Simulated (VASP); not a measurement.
**Os: single point with PBE**

The system is Os.

```
Os
1.0
     0.00000    1.95788    1.95788
     1.95788    0.00000    1.95788
     1.95788    1.95788    0.00000
Os
1
Direct
  0.00000 0.00000 0.00000
```

This isn't the form of Os at room conditions, which is hcp.

The cell isn't the ideal one: volume scaled by 1.02.

```json
{
 "Program": "VASP 6.6.1",
 "Task": "single point",
 "Functional": "PBE",
 "Potentials or basis": "VASP PAW PBE potentials, release 64 (Os)",
 "Cutoff": "520 eV",
 "k mesh": "12 × 12 × 12",
 "Occupations": "fermi-dirac, width 0.05 eV",
 "Spin": "no spin polarisation"
}
```

| Property | Result |
| --- | --- |
| Pressure | -16.8 GPa |
| Band gap on the k mesh | none (metal or under the smearing width) |

Levels at points of the mesh, in eV from the Fermi level:
| k point | band 1 | band 2 | band 3 | band 4 | band 5 | band 6 | band 7 | band 8 |
| --- | --- | --- | --- | --- | --- | --- | --- | --- |
| (0.00, 0.00, 0.00) | -10.27 | -2.77 | -2.77 | -2.77 | -0.04 | -0.04 | 14.21 | 19.62 |
| (0.50, 0.00, 0.00) | -7.15 | -2.91 | -2.91 | -0.25 | 2.12 | 2.12 | 8.07 | 13.73 |
| (0.50, 0.50, 0.00) | -6.96 | -6.29 | 2.08 | 2.15 | 2.73 | 2.73 | 11.11 | 11.76 |

It took 4.1 s on 1 thread of Intel(R) Xeon(R) 6975P-C (Granite Rapids), on a shared host, peak memory 0.14 GiB.

Caveat: so large a pressure means that the cell lies far from this level's equilibrium, or that cutoff or potentials fall short. Spin-orbit coupling is left out, which matters for the levels of Os.
